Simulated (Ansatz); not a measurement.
**NaF (Villiaumite) in Ansatz: the effect of functional**

Crystal: NaF (Villiaumite).

```
CELL_PARAMETERS angstrom
0.00000 2.32000 2.32000
2.32000 0.00000 2.32000
2.32000 2.32000 0.00000
ATOMIC_POSITIONS crystal
Na 0.00000 0.00000 0.00000
F 0.50000 0.50000 0.50000
```

Alike in all runs:

* Program: Ansatz 0.2.0
* Task: single point
* Potentials or basis: all-electron PAW datasets made for the crystal
* k mesh: 8 × 8 × 8
* Occupations: fermi-dirac, width 0.05 eV
* Spin: no spin polarisation

Q: One run gave: gap on the mesh 9.22 eV. Which functional did it use?
A. HSE06
B. PBE
C. PBE0
D. PBEsol

A: C.

```csv
functional,cutoff,gap on the mesh (eV)
PBE,280 eV,6.29
HSE06,310 eV,8.45
PBE0,310 eV,9.22
PBEsol,280 eV,6.15
```

A k mesh can miss the band edges.

Not every run made on this cell is shown here.
